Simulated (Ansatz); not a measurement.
**E(M) for Co (P-3m1)**

```
Co
1.0
     2.48736    0.00000    0.00000
    -1.24368    2.15412    0.00000
     0.00000    0.00000    4.06329
Co
2
Direct
  0.66667 0.33333 0.25986
  0.33333 0.66667 0.74014
```

The source of the geometry is a structure from the Materials Project; atoms and cell stay fixed.

The runs share PBE, 15×15×8 k mesh, Fermi–Dirac smearing of 0.08 eV. PAW means Ansatz 0.2.0 on its default frozen-core files; LAPW is all-electron LAPW in Ansatz 0.2.0. Site moments are integrated in spheres about the atoms, whose radii differ between the methods. Start moments of the first PAW run (μB): Co1 2, Co2 2.

Each run fixes M = N↑ − N↓ with two Fermi levels; the holding field B = (E_F↑ − E_F↓)/2μB is the slope of the free energy against M over μB. Energies count from each method's free run. The held moment starts on the atoms that carry the free run's moments.

The free PAW run: Site moments (μB): Co1 1.71, Co2 1.71. Cell moment 3.27 μB.

```
M (μB/cell)  ΔF PAW (meV/cell)  ΔF LAPW (meV/cell)  B, PAW (T)  largest site moment, PAW (μB)  pressure, PAW (GPa)
       0.00             +443.2              +445.6           –                           0.00                -10.5
       0.82             +401.4              +403.7       -1723                           0.44                 -9.9
       1.63             +288.0                   –       -3012                           0.87                 -7.9
       2.29             +161.4                   –           ?                           1.22                 -5.3
       2.78              +61.6               +62.2       -3341                           1.47                 -2.6
       3.59              +57.4               +57.0           ?                           1.85                  3.8
       3.92             +191.3                   –      +10058                           1.99                  7.4
       4.41             +590.0              +589.4      +17314                           2.18                 13.9
```

Problem. Give the missing entry: row "2.29", column "B, PAW (T)".

Solution. -3526.

Problem. Fill in "B, PAW (T)" for the row "3.59".

Solution. +4988.

Against an unpolarised PAW run, spin polarisation gains 221.6 meV per atom; the pressure goes from -10.5 to 0.7 GPa, the usual magnetovolume effect: the magnetic state wants the larger volume.

Problem. Fit ΔF = E₀ + a₂M² + a₄M⁴ to the PAW points up to M = 3.92 μB, leaving out M = 3.59. What does the fit give, and how well does it predict the point left out?

Solution. E₀ = +453.9 meV, a₂ = -79.29 meV/μB², a₄ = +4.035 meV/μB⁴, with a worst miss of 20.4 meV. At M = 3.59 it gives +102.1 meV against the computed +57.4. Since a₂ < 0 the minimum lies at M₀ = √(−a₂/2a₄) = 3.13 μB, against 3.27 μB from the free run.

Separate runs put a uniform field on the spins (g = 2):

```
field (T)  M PAW (μB/cell)  M LAPW (μB/cell)
      500            3.290             3.291
     1000            3.310             3.311
```

The rows needn't lie on one branch: at M = 0 the run is unmagnetised, so slopes across such rows needn't follow B.

The Ansatz runs typed with the search for lower states off end where their start leads. These are results for the start and cell typed. The real compound can order otherwise, in a larger cell, or not at all, since semilocal functionals at zero temperature often overstate magnetism.
